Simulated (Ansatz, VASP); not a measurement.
One calculation of HfO2, two programs

```xyz
6
Lattice="4.8769 0.0000 0.0000 0.0000 4.8769 0.0000 0.0000 0.0000 3.2476" Properties=species:S:1:pos:R:3 pbc="T T T"
Hf    2.4384    2.4384    1.6238
Hf    0.0000    0.0000    0.0000
O     3.9261    0.9508    1.6238
O     3.3892    3.3892    0.0000
O     1.4877    1.4877    0.0000
O     0.9508    3.9261    1.6238
```

Change from the starting cell: volume scaled by 1.04.

Alike in both runs: task single point; functional PBE; k mesh 6 × 6 × 8; occupations fermi-dirac, width 0.05 eV; no spin polarisation.

```csv
,VASP,Ansatz
version,VASP 6.6.1,Ansatz 0.2.0
potentials or method,"VASP PAW PBE potentials, release 64 (Hf_pv, O), cutoff 520 eV","all-electron LAPW, scalar-relativistic"
```

Ansatz gave:

* gap on the k mesh at the Fermi level (eV): 3.89
* least direct gap on the mesh (eV): 3.89
* pressure (GPa): -0.5
* largest component of the traceless stress (GPa): 0.78
* rms of the force components (eV/Å): 0.021

Estimate VASP's values.

gap on the k mesh at the Fermi level (eV): 3.83; least direct gap on the mesh (eV): 3.83; pressure (GPa): -3.2; largest component of the traceless stress (GPa): 1.28; rms of the force components (eV/Å): 0.044.

Atom by atom the forces differ by 0.022 eV/Å (rms over components). Ansatz ran all-electron here, so the differences hold the error of VASP's frozen core and of both bases.

Caveats: spin-orbit coupling is left out, which moves the levels of the heavy elements. A k mesh can miss the band edges.
